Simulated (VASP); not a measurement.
# Pt (Im-3m) in VASP: a series of runs

One crystal, Pt, is run at these levels: LDA; tasks: single point.

Everything below comes from runs of VASP 6.6.1. Logs are shortened: lines on timing, memory, paths and dates and some standing lists are left out, and cuts for length are marked.

**1. The structure**

Symmetry: Im-3m, No. 229, cubic system. The conventional cell has a = 3.168 Å, b = 3.168 Å, c = 3.168 Å, α = 90.00°, β = 90.00°, γ = 90.00°. Pt (site symmetry m-3m) is surrounded by 8 Pt at 2.74 Å.

This isn't the form of Pt at room conditions, which is fcc.

**2. Single point, LDA**

File INCAR:

```
PREC = Accurate
ENCUT = 460
EDIFF = 0.001
ISMEAR = 1
SIGMA = 0.15
LREAL = False
LASPH = True
NELM = 100
ALGO = Normal
ISIF = 2
LWAVE = False
LCHARG = False
GGA = CA
ADDGRID = False
```

File KPOINTS:

```
Automatic mesh
0
Gamma
  11 11 11
```

File POSCAR:

```
Pt
1.0
   -1.5842200000      1.5842200000      1.5842200000
    1.5842200000     -1.5842200000      1.5842200000
    1.5842200000      1.5842200000     -1.5842200000
Pt
1
Direct
    0.0000000000      0.0000000000      0.0000000000
```

Potentials or basis: VASP PAW LDA potentials, release 64 (Pt).

Run with:

```bash
> cat potpaw_LDA.64/Pt/POTCAR > POTCAR
> mpirun -np 1 vasp_std > vasp.out
```

OUTCAR:

```text
PREC = Accurate
   ENCUT = 460
   EDIFF = 0.001
   ISMEAR = 1
   LREAL = False
   LASPH = True
   NELM = 100
   ISIF = 2
   GGA = CA

 Found     56 irreducible k-points:

 Following reciprocal coordinates:
            Coordinates               Weight
  0.000000  0.000000  0.000000      1.000000
  0.090909  0.000000  0.000000     12.000000
  0.181818  0.000000  0.000000     12.000000
  0.272727  0.000000  0.000000     12.000000
  0.363636  0.000000  0.000000     12.000000
  0.454545  0.000000  0.000000     12.000000
   k-points           NKPTS =     56   k-points in BZ     NKDIM =     56   number of bands    NBANDS=      9
   number of dos      NEDOS =    301   number of ions     NIONS =      1
   total plane-waves  NPLWV =   8000
   dimension x,y,z NGX =    20 NGY =   20 NGZ =   20
   dimension x,y,z NGXF=    40 NGYF=   40 NGZF=   40
   ions per type =               1
   NGX,Y,Z   is equivalent  to a cutoff of  12.12, 12.12, 12.12 a.u.
   NGXF,Y,Z  is equivalent  to a cutoff of  24.23, 24.23, 24.23 a.u.
 SYSTEM =  unknown system
   PREC   = accura    normal or accurate (medium, high low for compatibility)
   ISTART =      0    job   : 0-new  1-cont  2-samecut
   ICHARG =      2    charge: 1-file 2-atom 10-const
   ISPIN  =      1    spin polarized calculation?
   LNONCOLLINEAR =      F non collinear calculations
   LSORBIT =      F    spin-orbit coupling
   LASPH  =      T    aspherical Exc in radial PAW
   ENCUT  =  460.0 eV  33.81 Ry    5.81 a.u.   4.80  4.80  4.80*2*pi/ulx,y,z
   NELM   =    100;   NELMIN=  2; NELMDL= -5     # of ELM steps
   EDIFF  = 0.1E-02   stopping-criterion for ELM
   LREAL  =      F    real-space projection
   EDIFFG = 0.1E-01   stopping-criterion for IOM
   NSW    =      0    number of steps for IOM
   IBRION =     -1    ionic relax: 0-MD 1-quasi-New 2-CG
   NFREE  =      0    steps in history (QN), initial steepest desc. (CG)
   ISIF   =      2    stress and relaxation
   ISYM   =      2    0-nonsym 1-usesym 2-fastsym
   POTIM  = 0.5000    time-step for ionic-motion
   TEBEG  =    0.0;   TEEND  =   0.0 temperature during run
   PSTRESS=    0.0 pullay stress
   NELECT =      10.0000    total number of electrons
   NUPDOWN=      -1.0000    fix difference up-down
   EMIN   =  10.00;   EMAX   =-10.00  energy-range for DOS
   EFERMI =   0.00;   METHOD = LEGACY
   ISMEAR =     1;   SIGMA  =   0.15  broadening in eV -4-tet -1-fermi 0-gaus
   EFERMI_NEDOS =   21; number of points for ismear=-14 and -15
   IALGO  =     38    algorithm
   IMIX   =      4    mixing-type and parameters
     AMIX     =   0.40;   BMIX     =  1.00
     AMIX_MAG =   1.60;   BMIX_MAG =  1.00
  volume/ion in A,a.u.               =      15.90       107.33
  Fermi-wavevector in a.u.,A,eV,Ry     =   1.402510  2.650360 26.763132  1.967035
  Thomas-Fermi vector in A             =   2.525265
   LORBIT       =      0    0 simple, 1 ext, 2 COOP (PROOUT), +10 PAW based schemes
   GGA     = CA    functional components
   LHFCALC =     F    Hartree Fock is set to
   AEXX    =    0.0000 exact exchange contribution
   IVDW    =     0    specifies the selected vdW correction
   LEPSILON=     F    determine dielectric tensor
   LRPA    =     F    only Hartree local field effects (RPA)
 non-spin polarized calculation
 Methfessel and Paxton  Order N= 1 SIGMA  =   0.15
  energy-cutoff  :      460.00
  volume of cell :       15.90
 maximum number of plane-waves:       370
   NGX =  9   NGY =  9   NGZ =  9

 number of electron      10.0000000 magnetization

 Free energy of the ion-electron system (eV)
  ---------------------------------------------------
  ext. energy  EPLUGINS =         0.00000000
  ---------------------------------------------------
  free energy    TOTEN  =        -7.31584676 eV

  energy without entropy =       -7.31114265  energy(sigma->0) =       -7.31427872

 E-fermi :   9.8774     XC(G=0): -13.3771

 val. band max:        9.8528358713   @ k =  -0.3636   0.3636   0.0909
 cond. band min:       9.8866109116   @ k =   0.4545   0.0909  -0.0000
 fundamental gap:      0.0337750403
 Fermi energy:         9.8774294390

 k-point     1 :       0.0000    0.0000    0.0000
  band No.  band energies     occupation
      1       0.4795      2.00000
      2       6.4618      2.00000
      3       6.4618      2.00000
      4       6.4618      2.00000
      5       8.9713      2.00000
      6       8.9713      2.00000
      7      27.0071      0.00000
      8      27.0071      0.00000
      9      27.0071      0.00000

 k-point     2 :       0.0909    0.0000    0.0000
  band No.  band energies     occupation
      1       0.8112      2.00000
      2       6.3340      2.00000
      3       6.4602      2.00000
      4       6.7277      2.00000
      5       8.8135      2.00000
      6       8.9806      2.00000
      7      27.1383      0.00000
      8      27.2278      0.00000
      9      27.4951      0.00000

 k-point     3 :       0.1818    0.0000    0.0000
  band No.  band energies     occupation
      1       1.7214      2.00000
      2       6.0070      2.00000
      3       6.4337      2.00000
      4       7.4918      2.00000
      5       8.5681      2.00000
      6       9.0180      2.00000
      7      26.5791      0.00000
      8      26.9000      0.00000
      9      28.8687      0.00000

 k-point     4 :       0.2727    0.0000    0.0000
  band No.  band energies     occupation
      1       2.8275      2.00000
      2       5.6094      2.00000
      3       6.6249      2.00000
      4       8.5633      2.00000
      5       8.6378      2.00000
      6       9.0962      2.00000
      7      23.4443      0.00000
      8      25.5602      0.00000
      9      30.5319      0.00000

 k-point     5 :       0.3636    0.0000    0.0000
  band No.  band energies     occupation
      1       3.3790      2.00000
      2       5.2698      2.00000
      3       7.7722      2.00000
      4       8.8005      2.00000
      5       9.1999      2.00000
      6       9.9111      0.63012
      7      19.6976      0.00000
      8      24.1172      0.00000
      9      27.6590      0.00000

 k-point     6 :       0.4545    0.0000    0.0000
  band No.  band energies     occupation
      1       3.4158      2.00000
      2       5.0781      2.00000
      3       8.7292      2.00000
      4       9.2779      2.00000
      5       9.8388      1.42053
      6      10.8301     -0.00000
      7      16.6984      0.00000
      8      23.2813      0.00000
      9      25.8929      0.00000

 [... further k-points ...]

------------------------ aborting loop because EDIFF is reached ----------------------------------------

  FORCE on cell =-STRESS in cart. coord.  units (eV):
  Direction    XX          YY          ZZ          XY          YZ          ZX
  --------------------------------------------------------------------------------------
  -------------------------------------------------------------------------------------
  Total       -1.4952811     -1.4952811     -1.4952811      0.0000000     -0.0000000      0.0000000
  in kB     -150.6353708   -150.6353708   -150.6353708      0.0000000     -0.0000000      0.0000000
  external PRESSURE =    -150.6353708 kB  Pullay stress =       0.0000000 kB

 VOLUME and BASIS-vectors are now :
 -----------------------------------------------------------------------------
  energy-cutoff  :      460.00
  volume of cell :       15.90
      direct lattice vectors                 reciprocal lattice vectors
    -1.584220000  1.584220000  1.584220000     0.000000000  0.315612731  0.315612731
     1.584220000 -1.584220000  1.584220000     0.315612731  0.000000000  0.315612731
     1.584220000  1.584220000 -1.584220000     0.315612731  0.315612731  0.000000000

 POSITION                                       TOTAL-FORCE (eV/Angst)
 -----------------------------------------------------------------------------------
      0.00000      0.00000      0.00000         0.000000      0.000000     -0.000000
 -----------------------------------------------------------------------------------
    total drift:                                0.000000     -0.000000      0.000000

  FREE ENERGIE OF THE ION-ELECTRON SYSTEM (eV)
  ---------------------------------------------------
  free  energy   TOTEN  =        -7.3158467567 eV

  energy  without entropy=       -7.3111426535  energy(sigma->0) =       -7.31427872
```

Wall time 3.6 s (1 thread of Intel Xeon Platinum 8488C (Sapphire Rapids), shared host); peak memory 0.12 GiB.

The run converged, but some of its settings lie outside the range that counts as converged, so its numbers aren't taken as properties of the crystal.

Results:

```yaml
Free_energy: -7.3158 eV
Pressure: -15.1 GPa
Band_gap_on_the_k_mesh: none (metal or under the smearing width)
```

**3. Single point, LDA**

Edit INCAR of step 2 so:

```diff
@@ -2,3 +2,3 @@
 ENCUT = 460
-EDIFF = 0.001
+EDIFF = 1E-4
 ISMEAR = 1
```

KPOINTS is that of step 2.

POSCAR is that of step 2.

Potentials or basis: VASP PAW LDA potentials, release 64 (Pt).

Run with:

```bash
> cat potpaw_LDA.64/Pt/POTCAR > POTCAR
> mpirun -np 1 vasp_std > vasp.out
```

Run time: 4.2 s. Hardware: 1 thread of Intel Xeon Platinum 8488C (Sapphire Rapids), shared host; peak memory 0.12 GiB.

The run converged, but some of its settings lie outside the range that counts as converged, so its numbers aren't taken as properties of the crystal.

What came out:

* Free energy: -7.3159 eV
* Pressure: -15.1 GPa
* Band gap on the k mesh: none (metal or under the smearing width)

**4. Single point, LDA**

Edit INCAR of step 3 so:

```diff
@@ -2,3 +2,3 @@
 ENCUT = 460
-EDIFF = 1E-4
+EDIFF = 1E-5
 ISMEAR = 1
```

KPOINTS is that of step 3.

POSCAR is that of step 3.

Potentials or basis: VASP PAW LDA potentials, release 64 (Pt).

Run with:

```bash
> cat potpaw_LDA.64/Pt/POTCAR > POTCAR
> mpirun -np 1 vasp_std > vasp.out
```

OUTCAR:

```text
PREC = Accurate
   ENCUT = 460
   EDIFF = 1E-5
   ISMEAR = 1
   LREAL = False
   LASPH = True
   NELM = 100
   ISIF = 2
   GGA = CA

 Found     56 irreducible k-points:

 Following reciprocal coordinates:
            Coordinates               Weight
  0.000000  0.000000  0.000000      1.000000
  0.090909  0.000000  0.000000     12.000000
  0.181818  0.000000  0.000000     12.000000
  0.272727  0.000000  0.000000     12.000000
  0.363636  0.000000  0.000000     12.000000
  0.454545  0.000000  0.000000     12.000000
   k-points           NKPTS =     56   k-points in BZ     NKDIM =     56   number of bands    NBANDS=      9
   number of dos      NEDOS =    301   number of ions     NIONS =      1
   total plane-waves  NPLWV =   8000
   dimension x,y,z NGX =    20 NGY =   20 NGZ =   20
   dimension x,y,z NGXF=    40 NGYF=   40 NGZF=   40
   ions per type =               1
   NGX,Y,Z   is equivalent  to a cutoff of  12.12, 12.12, 12.12 a.u.
   NGXF,Y,Z  is equivalent  to a cutoff of  24.23, 24.23, 24.23 a.u.
 SYSTEM =  unknown system
   PREC   = accura    normal or accurate (medium, high low for compatibility)
   ISTART =      0    job   : 0-new  1-cont  2-samecut
   ICHARG =      2    charge: 1-file 2-atom 10-const
   ISPIN  =      1    spin polarized calculation?
   LNONCOLLINEAR =      F non collinear calculations
   LSORBIT =      F    spin-orbit coupling
   LASPH  =      T    aspherical Exc in radial PAW
[... 60 lines left out ...]
      1       0.4797      2.00000
      2       6.4619      2.00000
      3       6.4619      2.00000
      4       6.4619      2.00000
      5       8.9713      2.00000
      6       8.9713      2.00000
      7      27.0068      0.00000
      8      27.0068      0.00000
      9      27.0068      0.00000
[... 49 lines left out ...]
 k-point     6 :       0.4545    0.0000    0.0000
  band No.  band energies     occupation
      1       3.4158      2.00000
      2       5.0781      2.00000
      3       8.7293      2.00000
      4       9.2778      2.00000
      5       9.8390      1.42049
      6      10.8304     -0.00000
      7      16.6989      0.00000
      8      23.2812      0.00000
      9      25.8934      0.00000

 [... further k-points ...]

------------------------ aborting loop because EDIFF is reached ----------------------------------------

  FORCE on cell =-STRESS in cart. coord.  units (eV):
  Direction    XX          YY          ZZ          XY          YZ          ZX
  --------------------------------------------------------------------------------------
  -------------------------------------------------------------------------------------
  Total       -1.4939579     -1.4939579     -1.4939579      0.0000000     -0.0000000     -0.0000000
  in kB     -150.5020678   -150.5020678   -150.5020678      0.0000000     -0.0000000     -0.0000000
  external PRESSURE =    -150.5020678 kB  Pullay stress =       0.0000000 kB

 VOLUME and BASIS-vectors are now :
 -----------------------------------------------------------------------------
  energy-cutoff  :      460.00
  volume of cell :       15.90
      direct lattice vectors                 reciprocal lattice vectors
    -1.584220000  1.584220000  1.584220000     0.000000000  0.315612731  0.315612731
     1.584220000 -1.584220000  1.584220000     0.315612731  0.000000000  0.315612731
     1.584220000  1.584220000 -1.584220000     0.315612731  0.315612731  0.000000000

 POSITION                                       TOTAL-FORCE (eV/Angst)
 -----------------------------------------------------------------------------------
      0.00000      0.00000      0.00000        -0.000000     -0.000000     -0.000000
 -----------------------------------------------------------------------------------
    total drift:                                0.000000     -0.000000      0.000000

  FREE ENERGIE OF THE ION-ELECTRON SYSTEM (eV)
  ---------------------------------------------------
  free  energy   TOTEN  =        -7.3158504337 eV

  energy  without entropy=       -7.3111468025  energy(sigma->0) =       -7.31428256
```

stdout:

```text
POSCAR found type information on POSCAR Pt
 POSCAR found :  1 types and       1 ions
 scaLAPACK will be used
 LDA part: xc-table for (Slater(with rela. corr.)+CA(PZ))
 , standard interpolation
 POSCAR, INCAR and KPOINTS ok, starting setup
 FFT: planning ... GRIDC
 FFT: planning ... GRID_SOFT
 FFT: planning ... GRID
 WAVECAR not read
 entering main loop
```

Run time: 3.9 s. Hardware: 1 thread of Intel Xeon Platinum 8488C (Sapphire Rapids), shared host; peak memory 0.12 GiB.

These settings aren't checked as converged: the numbers below hold their error.

What came out:

- Free energy: -7.3159 eV
- Pressure: -15.1 GPa
- Band gap on the k mesh: none (metal or under the smearing width)

**5. Single point, LDA**

Edit INCAR of step 4 so:

```diff
@@ -2,3 +2,3 @@
 ENCUT = 460
-EDIFF = 1E-5
+EDIFF = 1E-6
 ISMEAR = 1
@@ -13,2 +13,2 @@
 GGA = CA
-ADDGRID = False
+ADDGRID = True
```

KPOINTS is that of step 4.

POSCAR is that of step 4.

Run with:

```bash
> cat potpaw_LDA.64/Pt/POTCAR > POTCAR
> mpirun -np 1 vasp_std > vasp.out
```

It took 8.6 s on 1 thread of Intel Xeon Platinum 8488C (Sapphire Rapids), shared host; peak memory 0.19 GiB.

These settings aren't checked as converged: the numbers below hold their error.

What came out:

| Property | Result |
| --- | --- |
| Free energy | -7.3159 eV |
| Pressure | -15.0 GPa |
| Band gap on the k mesh | none (metal or under the smearing width) |

**6. Single point, LDA**

Edit INCAR of step 5 so:

```diff
@@ -6,3 +6,3 @@
 LREAL = False
-LASPH = True
+LASPH = False
 NELM = 100
@@ -13,2 +13,2 @@
 GGA = CA
-ADDGRID = True
+ADDGRID = False
```

KPOINTS is that of step 5.

POSCAR is that of step 5.

Potentials or basis: VASP PAW LDA potentials, release 64 (Pt).

Run with:

```bash
> cat potpaw_LDA.64/Pt/POTCAR > POTCAR
> mpirun -np 1 vasp_std > vasp.out
```

It took 4.6 s on 1 thread of Intel Xeon Platinum 8488C (Sapphire Rapids), shared host; peak memory 0.12 GiB.

The run converged, but some of its settings lie outside the range that counts as converged, so its numbers aren't taken as properties of the crystal.

Results:

- Free energy: -7.3158 eV
- Pressure: -15.0 GPa
- Band gap on the k mesh: none (metal or under the smearing width)

**7. For comparison**

An earlier run on the cell as given: functional PBEsol; potentials or basis VASP PAW PBE potentials, release 64 (Pt); cutoff 520 eV; k mesh 12 × 12 × 12; occupations fermi-dirac, width 0.05 eV; no spin polarisation.

* Pressure: -11.6 GPa
* Band gap on the k mesh: none (metal or under the smearing width)
